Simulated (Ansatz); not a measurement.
**NaCl**

Level of theory: DFT, PBE, scalar-relativistic, no spin polarisation; plane waves to 420 eV with PAW datasets (Ansatz 0.2.0), Γ-centred 12×12×12 mesh, 0.05 eV Gaussian smearing; PAW files: Ansatz's generated set soft_2.

```
Na Cl
1.0
     3.50791    0.00000    0.00000
     0.00000    3.50791    0.00000
     0.00000    0.00000    3.50791
Na Cl
1 1
Direct
  0.00000 0.00000 0.00000
  0.50000 0.50000 0.50000
```

The chain of runs began from a cell as deposited in COD, expanded in volume.

Cell and atoms are those of this level's equilibrium.

Path: Γ–X–M–Γ–R–X | R–M, with Γ = (0.000, 0.000, 0.000), X = (0.000, 0.500, 0.000), M = (0.500, 0.500, 0.000), R = (0.500, 0.500, 0.500) in reciprocal vectors of the calculation's cell.

Levels between -5 and 3 eV from the Fermi level at the path's named points:
| point | below E_F (eV) | above E_F (eV) |
| --- | --- | --- |
| Γ | -2.47 -2.47 -2.47 | 1.98 |
| X | -4.90 -2.23 -2.23 |  |
| M | -4.22 -4.22 -1.98 |  |
| R | -3.81 -3.81 -3.81 |  |

Q: By these bands, is it a metal or an insulator, and if it has a gap, where are the band edges on this path?

A: An insulator with a gap of 3.96 eV on the path, the valence band topping at M and the conduction band bottoming at Γ; the smallest direct gap is 4.45 eV.

Formal charges Na⁺, Cl⁻ balance and leave closed shells on every ion, so a band insulator is expected, and the gap is 3.96 eV.

Within 0.6 eV of the edges the projected states are 100 % Cl 3p at the top of the valence band and 73 % Na 3s at the bottom of the conduction band. Crossing the gap moves an electron from the anion's filled p shell to the metal's empty orbitals, as in ionic insulators.

Cost: 3.9 s on 4 threads of Arm Neoverse V2, with other jobs on the host, peak memory 0.35 GiB.

Kohn–Sham gaps of semilocal functionals lie under measured ones, often by a third or more.
